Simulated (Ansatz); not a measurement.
## Cu: strain energy, fitted

Cu, I4/mmm, a = 2.951 Å, c = 2.759 Å. This isn't the element's structure at ambient conditions. Ansatz: PBE, PAW, 420 eV, Γ-centred 14×14×16 mesh on 2 atoms, Gaussian smearing 0.10 eV; no spin polarisation. Series: equal strain along all axes, cell held, atoms fixed by symmetry; x is the strain in per cent. y is the free energy over the unstrained cell, V0 = 12.014 Å³/atom.

| x (%) | y (meV/atom) |
| --- | --- |
| -3.0 | ? |
| -2.0 | 19.99 |
| -1.0 | 4.73 |
| 0.0 | 0.00 |
| 1.0 | 4.59 |
| 2.0 | 17.42 |
| 3.0 | 37.51 |

**Question.** Fit y = c2 x² + c3 x³ to the other rows, turn c2 into a modulus, and predict the missing energy.

**Answer.** Least squares on the rows shown. y = 4.6674 x² − 0.16543 x³. In eV per unit strain² c2 is 46.67; the stiffness is B for this strain (E = 9/2 B V0 ε², shape held): 2 × 46.67 × 160.2 / (9 × 12.014) = 138 GPa. The unstrained cell keeps some stress along the strain, worth a slope of 0.12 meV/atom per %, which the form leaves out. At x = -3.0 the fit asked for gives 46.47 meV/atom. The run gave 47.11 meV/atom, so the fit is 0.64 meV/atom too low, 1.4 % of the span of the series, against an rms of 0.07 meV/atom on the fitted rows. The row lies outside the fitted range. With a term in x⁴ added, a fit to the same known rows predicts 46.15 meV/atom, further off still.